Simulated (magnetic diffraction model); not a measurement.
**Moment size from magnetic intensity in MnCl2O**

Space group C2/c (no. 15), a = 13.4860 Å, b = 3.7250 Å, c = 7.1080 Å, β = 105.31°.

```csv
site,atom,x,y,z
4e,Mn,0,0.9363,1/4
8f,Cl,0.8704,0.9920,0.9307
4e,O,0,0.5045,3/4
```

This is a made-up structure (elements placed in a structure type, unrelaxed), so the numbers test the method and describe no known phase.

Only Mn is taken to order (form factors of Mn4+); orders and moment sizes are assumed, and not adapted to the symmetry. Radiation: neutrons of λ = 4.2 Å, 5° to 100°; isotropic B of 0.29 Å² (Mn), 0.27 Å² (Cl) and 0.36 Å² (O). Simulated constant-wavelength pattern: nuclear and magnetic terms add, the magnetic one as |2.695 fm × Σ f S⊥ exp(2πi Q·r) exp(−B s²)|², summed over all Q at one angle with the factor 1/(sin²θ cos θ). For collinear order S is the moment m, which repeats by lattice and centring translations R with the sign exp(−2πi k·R). Free-ion form factors, Sears's scattering lengths of 1992, no absorption; a label names one of the reflections at its angle. The strongest nuclear line in the range is 100, and lines under 0.2 are left out.

In a first state the assumed order is k = (1/2 1/2 1/2), collinear moments along [101], 2.79 μB on Mn; signs + at (0, 0.9363, 1/4), + at (0, 0.0637, 3/4), with this pattern:

| 2θ (°) | index | nuclear | magnetic |
| --- | --- | --- | --- |
| 37.42 | (1/2 1/2 -1/2) | 0.0 | 5.3 |
| 37.68 | (2 0 0) | 0.3 | 0.0 |
| 39.82 | (1/2 1/2 1/2) | 0.0 | 8.4 |
| 44.27 | (-3/2 1/2 1/2) | 0.0 | 7.2 |
| 50.38 | (3/2 -1/2 1/2) | 0.0 | 1.4 |
| 57.75 | (5/2 1/2 -1/2) | 0.0 | 1.3 |
| 63.58 | (1/2 1/2 -3/2) | 0.0 | 3.9 |
| 65.22 | (-3/2 1/2 3/2) | 0.0 | 1.8 |
| 66.23 | (5/2 1/2 1/2) | 0.0 | 1.1 |
| 68.49 | (1/2 1/2 3/2) | 0.0 | 1.1 |
| 71.81 | (1 1 0) | 3.6 | 0.0 |
| 73.21 | (5/2 1/2 -3/2) | 0.0 | 3.0 |
| 75.53 | (2 0 -2) | 15.4 | 0.0 |
| 75.56 | (0 0 2) | 11.6 | 0.0 |
| 75.70 | (-7/2 1/2 1/2) | 0.0 | 1.3 |
| 79.39 | (3/2 -1/2 3/2) | 0.0 | 1.3 |
(The table stops after 16 lines; 9 more lie at higher angle.)

**Question.** Nearer the ordering temperature the line at 39.82° has total intensity 6.1 on the same scale, and all moments have shrunk alike. How large is the Mn moment?

The nuclear part, 0.0, stays, so the magnetic part is 6.1 against 8.4. It goes as m², so m = 2.79 × √(6.1/8.4) = 2.38 μB; the value used was 2.37 μB.

[Logs are printed without paths, hosts, clocks, repeated set-up lines and the standing remarks that a program may print on its own settings, such as how far it seeks lower states.]
